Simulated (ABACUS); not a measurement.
**Bi under changes of volume**

One of the cells (31.117 Å³/atom); the others are scaled copies at fixed shape and fractional positions:

```
CELL_PARAMETERS angstrom
-1.98143 1.98143 1.98143
1.98143 -1.98143 1.98143
1.98143 1.98143 -1.98143
ATOMIC_POSITIONS crystal
Bi 0.00000 0.00000 0.00000
```

This isn't the form of Bi at room conditions, which is rhombohedral.

```yaml
Program: ABACUS 3.10.1
Functional: HCTH407
Potentials_or_basis: SSSP 1.3 efficiency PBE
Cutoff: 748 eV
Density_cutoff: 5987 eV
Basis: plane waves
k_mesh: 7 × 7 × 7
Occupations: fermi-dirac, width 0.05 eV
Spin: no spin polarisation
```

| volume (Å³/atom) | energy over the lowest point (meV/atom) | pressure (GPa) |
| --- | --- | --- |
| 29.250 | ? | ? |
| 29.872 | 48.64 | 5.3 |
| 30.495 | 30.12 | 3.9 |
| 31.117 | 16.47 | 2.8 |
| 31.739 | 7.18 | 1.7 |
| 32.362 | 1.83 | 0.7 |
| 32.984 | 0.00 | -0.2 |

Problem. What does the run at 29.250 Å³/atom give?

Solution. Energy over the lowest point 72.53 meV/atom; pressure 6.8 GPa.

Worked out: A Birch-Murnaghan fit of order 3 (a polynomial in V^(-2/3)) to the other rows has its minimum at 33.02 Å³/atom, just outside them, with B0 = V·E''(V) = 43 GPa and B' = 4.5. It gives 72.54 meV/atom at 29.250 Å³/atom, against the run's 72.53, and -dE/dV = 6.9 GPa, against 6.8.

Energies are extrapolated to zero smearing.

Caveats: the potentials were made for another functional, which shifts forces and pressure.
